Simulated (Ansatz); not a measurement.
# Ni (bcc)

Computed with Ansatz (plane waves, PAW, 500 eV cutoff): r²SCAN, scalar-relativistic, collinear spin, 20×20×20 k-mesh, Gaussian smearing of 0.05 eV. The datasets are Ansatz's generated set soft_2.

```
Ni
1.0
    -1.38264    1.38264    1.38264
     1.38264   -1.38264    1.38264
     1.38264    1.38264   -1.38264
Ni
1
Direct
  0.00000 0.00000 0.00000
```

At room temperature and ambient pressure Ni is fcc.

The geometry is fixed. Moments are started on Ni in several ways. q is the propagation vector of an order in a doubled cell, in units of this cell's reciprocal vectors; doubled cells take an equivalent mesh or are counted from a ferromagnetic run in the same cell, unless said otherwise. Energies count from the first row, the state in which the cell was relaxed.

The starts:
- ferromagnetic
- no spin polarisation
- antiparallel, q = (0, 0, 1/2)
- antiparallel, q = (1/2, 1/2, 1/2)
- small parallel moments

Problem. Which start ends lowest, and how far above it lies the solution without spin polarisation?

Solution. Lowest, alike within 0.5 meV/atom: ferromagnetic; antiparallel, q = (1/2, 1/2, 1/2) (which ended parallel); small parallel moments (which grew into the full parallel moments). Without spin polarisation the energy is 57 meV/atom higher.

| start | largest typed moment (μB) | ΔE (meV/atom) | gap on the mesh (eV) | P (GPa) | final spin moments (μB) |
| --- | --- | --- | --- | --- | --- |
| ferromagnetic | 0.74 | 0.0 | metal | 0.0 | Ni 0.68 |
| no spin polarisation | 0.00 | 56.7 | metal | -3.0 | none |
| antiparallel, q = (0, 0, 1/2) | 0.80 | 56.0 | metal | -2.3 | Ni 0.23, -0.23 |
| antiparallel, q = (1/2, 1/2, 1/2) | 0.80 | 0.0 | metal | 0.0 | Ni 0.68 |
| small parallel moments | 0.50 | 0.0 | metal | 0.0 | Ni 0.68 |

These starts lost their opposed signs and ended with parallel moments: antiparallel, q = (1/2, 1/2, 1/2).

r²SCAN tends to overstate moments and magnetic energies in metals.

Without spin polarisation the pressure is 2.9 GPa lower than in the lowest state, so the magnetic solution wants the larger cell.

Only orders that fit these small cells were tried.

The run wasn't fully tested for a lower electronic state. Site moments are of spin, integrated over atomic spheres.
